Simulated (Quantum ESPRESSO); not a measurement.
TiTe2:

```
CELL_PARAMETERS angstrom
3.77700 0.00000 0.00000
-1.88850 3.27098 0.00000
0.00000 0.00000 6.49800
ATOMIC_POSITIONS crystal
Te 0.33333 0.66667 0.73720
Te 0.66667 0.33333 0.26280
Ti 0.00000 0.00000 0.00000
```

Base run:

```yaml
Program: Quantum ESPRESSO 7.5
Functional: r2SCAN
Potentials_or_basis: SG15 PBE 1.2
Cutoff: 952 eV
Density_cutoff: 3810 eV
k_mesh: 6 × 6 × 3
Occupations: fermi-dirac, width 0.05 eV
Spin: no spin polarisation
```

Its results: band gap on the k mesh none (metal or under the smearing width); pressure 0.3 GPa; largest force 0.391 eV/Å.

Problem. The run is repeated on the same cell with these changes: functional from r2SCAN to LDA; potentials or basis from SG15 PBE 1.2 to JTH 2.0 LDA; cutoff from 952 eV to 490 eV; density cutoff from 3810 eV to 2939 eV; valence electrons from 44 to 24. What comes out?

Solution. Band gap on the k mesh none (metal or under the smearing width); pressure -4.0 GPa; largest force 0.351 eV/Å.

Caveats: the potentials were made for another functional, which shifts forces and pressure (some runs); the cutoff is low for these files, which shifts pressure and relaxed volume (some runs); the Wannier minimisation didn't converge (some runs).

Not every run made on this cell is shown here.
